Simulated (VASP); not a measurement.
Write the native input for VASP 6.6.1 that does the following.

```yaml
Task: single point
Functional: r2SCAN
Dispersion: D3(BJ)
Potentials_or_basis: VASP PAW PBE potentials, release 64 (Zr_sv, B)
Cutoff: 520 eV
k_mesh: 10 × 10 × 8
Occupations: gaussian, width 0.01 eV
Spin: no spin polarisation
Hubbard_terms: Zr d U = 4.0 eV
Dipole_correction: no
Further_INCAR_settings: ALGO = Normal; EDIFF = 1e-06; NBANDS = 16
```

Crystal: ZrB2.

```
Zr B
1.0
     3.17000    0.00000    0.00000
    -1.58500    2.74530    0.00000
     0.00000    0.00000    3.53300
Zr B
1 2
Direct
  0.00000 0.00000 0.00000
  0.66667 0.33333 0.50000
  0.33333 0.66667 0.50000
```

One way to write it, as run:

POSCAR

```
ZrB2
1.0
    3.1700000000      0.0000000000      0.0000000000
   -1.5850000000      2.7453005300      0.0000000000
    0.0000000000      0.0000000000      3.5330000000
Zr B
1 2
Direct
    0.0000000000      0.0000000000      0.0000000000
    0.6666666667      0.3333333333      0.5000000000
    0.3333333333      0.6666666667      0.5000000000
```

INCAR.step1

```
SYSTEM = ZrB2
PREC = Accurate
ENCUT = 520
ISMEAR = 0
SIGMA = 0.01
LREAL = .False.
LASPH = .True.
NELM = 150
LMAXMIX = 4
LDAU = .True.
LDAUTYPE = 2
LDAUL = 2 -1
LDAUU = 4 0
LDAUJ = 0 0
NBANDS = 16
GGA = PE
ALGO = Normal
EDIFF = 1E-4
LWAVE = .True.
LCHARG = .False.
```

INCAR.step2

```
SYSTEM = ZrB2
PREC = Accurate
ENCUT = 520
EDIFF = 1E-6
ISMEAR = 0
SIGMA = 0.01
LREAL = .False.
LASPH = .True.
NELM = 150
ALGO = Normal
ISIF = 2
LWAVE = .False.
LCHARG = .False.
LMAXMIX = 4
LDAU = .True.
LDAUTYPE = 2
LDAUL = 2 -1
LDAUU = 4 0
LDAUJ = 0 0
LDAUPRINT = 1
METAGGA = R2SCAN
LMIXTAU = .True.
IVDW = 12
VDW_S6 = 1.0
VDW_S8 = 0.78981345
VDW_A1 = 0.49484001
VDW_A2 = 5.73083694
NBANDS = 16
ISTART = 1
```

KPOINTS

```
regular mesh
0
Gamma
  10 10 8
  0 0 0
```

Potentials or basis: VASP PAW PBE potentials, release 64 (Zr_sv, B).

Run with:

```console
$ cat potpaw_PBE.64/Zr_sv/POTCAR potpaw_PBE.64/B/POTCAR > POTCAR
$ cp INCAR.step1 INCAR
$ mpirun -np 1 vasp_std > vasp.out
$ cp INCAR.step2 INCAR
$ mpirun -np 1 vasp_std > vasp.out
```

It gave:

```json
{"Pressure": "7.4 GPa", "Band gap on the k mesh": "none (metal or under the smearing width)", "Dispersion energy per atom": "-0.184 eV"}
```

Caveat: the PAW data sets were made with another functional, which shifts forces and pressure a little; U without spin polarisation on a metal has little footing; pairwise dispersion overbinds metals, which lowers pressure and volume; the U is typed as a test and isn't derived for this compound.

It took 60 s on 1 thread of Intel(R) Xeon(R) Platinum 8488C (Sapphire Rapids), on a shared host, peak memory 0.17 GiB.
